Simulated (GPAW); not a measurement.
Runs of GPAW 26.7.0 on InPd. It takes space group Fm-3m (No. 225, cubic). Conventional cell: a = 5.492 Å, b = 5.492 Å, c = 5.492 Å, α = 90.00°, β = 90.00°, γ = 90.00°. In (site symmetry m-3m) is surrounded by 6 Pd at 2.75 Å. Pd (site symmetry m-3m) is surrounded by 6 In at 2.75 Å. The cell was built by a generator and needn't be a form met in nature.

```csv
level,potentials or basis,eigensolver,gap on the mesh (eV),pressure (GPa),relaxed volume (Å³/atom)
PBE,"GPAW PAW data sets (gpaw-data 1.2.1), pw",-,none,0.0,20.65
RPBE,"the program's PAW data sets (release 1.2.1) made for this functional, pw",-,none,0.1,21.35
LDA,"the program's PAW data sets (release 1.2.1) made for this functional, pw",-,none,-0.2,18.90
BLYP,"PAW data sets generated in the run's folder for this functional, pw",davidson,none,0.0,(a)
PBEsol,"PAW data sets generated in the run's folder for this functional, pw",-,none,0.0,(b)
revPBE,"the program's PAW data sets (release 1.2.1) made for this functional, pw",-,none,0.0,21.16
```

Alike in all rows: task relaxation of cell and atoms; no spin polarisation; cell relaxed; k mesh 8 × 8 × 8; cutoff (eV) 600; smearing fermi-dirac 0.05 eV.

Task: Fill in the values left out.

Result: (a) 22.17; (b) 19.53.

Caveats: later steps reuse the first step's grids.

A k mesh can miss the band edges, and the runs leave out spin-orbit coupling on In, Pd.

A gap of «none» marks a metal or a gap under the smearing width.
